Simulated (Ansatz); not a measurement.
**Structure relaxation of Br**

All numbers below come from DFT PBE, scalar-relativistic, plane waves, PAW in Ansatz. Cutoff 420 eV, Γ-centred k mesh, Gaussian smearing, no spin polarisation in the final step.

This is the end of a relaxation of cell and atoms.

```
Br
1.0
    -2.21264    2.21264    4.80357
     2.21264   -2.21264    4.80357
     2.21264    2.21264   -4.80357
Br
2
Cartesian
  0.0000 0.0000 3.6453
  0.0000 0.0000 5.9618
```

Energies count from the standard state of Br at the same level.

(1) What space group does it have?

(2) How far above the standard state of Br does it lie?

(3) Is it a metal?

Results:

(1) I4/mmm (No. 139). Conventional cell: a = 4.425 Å, c = 9.607 Å. Around Br lie 1 Br at 2.32 Å.

(2) 0.084 eV/atom.

(3) No, the gap on the 10×10×10 mesh is 1.20 eV.

The final run used a 10×10×10 mesh on its 2-atom cell and 0.02 eV smearing. Weakly bound directions are ill-defined at this level, which has no dispersion term. The cell came from a trial start, so Br may not exist in this structure.